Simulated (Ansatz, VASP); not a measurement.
**One calculation of BAs, two programs**

```
B As
1.0
     0.00000    2.34997    2.46747
     2.34997    0.00000    2.46747
     2.34997    2.34997    0.00000
B As
1 1
Cartesian
  0.0000 0.0000 0.0000
  3.5250 3.5250 3.7012
```

Alike in both runs: task single point; functional PBEsol; k mesh 12 × 12 × 12; occupations gaussian, width 0.05 eV; no spin polarisation.

|  | VASP | Ansatz |
| --- | --- | --- |
| version | VASP 6.6.1 | Ansatz 0.2.0 |
| potentials or method | VASP PAW PBE potentials, release 64 (B, As) | scalar-relativistic, plane waves, PAW |
| plane-wave cutoff (eV) | 520 | 420 |
| valence electrons in the cell | 8 | 18 |

|  | VASP | Ansatz | Ansatz less VASP |
| --- | --- | --- | --- |
| gap on the k mesh at the Fermi level (eV) | 0.71 | 0.72 | +0.009 |
| least direct gap on the mesh (eV) | 2.99 | 2.99 | +0.004 |
| pressure (GPa) | 0.0 | -0.8 | -0.85 |
| largest component of the traceless stress (GPa) | 7.12 | 7.16 | +0.037 |

The functional is the same, so the differences come from potentials, cutoffs and numerics. The two sets of potentials don't hold the same shells in valence.

Caveats: the PAW data sets were made with another functional, which shifts forces and pressure a little (VASP). A k mesh can miss the band edges. A hybrid or GW would open this gap; PBEsol tends to underestimate it.
